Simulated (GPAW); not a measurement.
CsPbCl3:

```
CELL_PARAMETERS angstrom
5.60500 0.00000 0.00000
0.00000 5.60500 0.00000
0.00000 0.00000 5.60500
ATOMIC_POSITIONS crystal
Pb 0.50000 0.50000 0.50000
Cs 0.00000 0.00000 0.00000
Cl 0.50000 0.00000 0.50000
Cl 0.00000 0.50000 0.50000
Cl 0.50000 0.50000 0.00000
```

* Program: GPAW 26.7.0
* Task: relaxation of cell and atoms
* Functional: PBEsol
* Dispersion: D3(BJ)
* Potentials or basis: PAW data sets generated in the run's folder for this functional
* Cutoff: 600 eV
* Basis: pw
* k mesh: 5 × 5 × 5
* Occupations: fermi-dirac, width 0.05 eV
* Spin: no spin polarisation

At the start: pressure -0.8 GPa; volume 35.22 Å³/atom.

Problem. How do energy, volume and symmetry change on relaxing?

Solution. Over 3 steps the energy falls by 2.6 meV/atom and the volume is 34.02 Å³/atom (-3.4 %); space group Pm-3m (No. 221, to 0.05 Å).

The path:
```csv
step,energy change (eV),largest force (eV/Å),pressure (GPa),volume (Å³)
1,0.0000,0.0000,-0.84,176.09
2,-0.0013,0.0000,-0.80,175.81
3,-0.0131,0.0000,0.04,170.11
```

Final structure:
```
Pb Cs Cl
1.0
     5.54090    0.00000    0.00000
     0.00000    5.54090    0.00000
     0.00000    0.00000    5.54090
Pb Cs Cl
1 1 3
Direct
  0.50000 0.50000 0.50000
  0.00000 0.00000 0.00000
  0.50000 0.00000 0.50000
  0.00000 0.50000 0.50000
  0.50000 0.50000 0.00000
```

Caveat: later steps reuse the first step's grids.
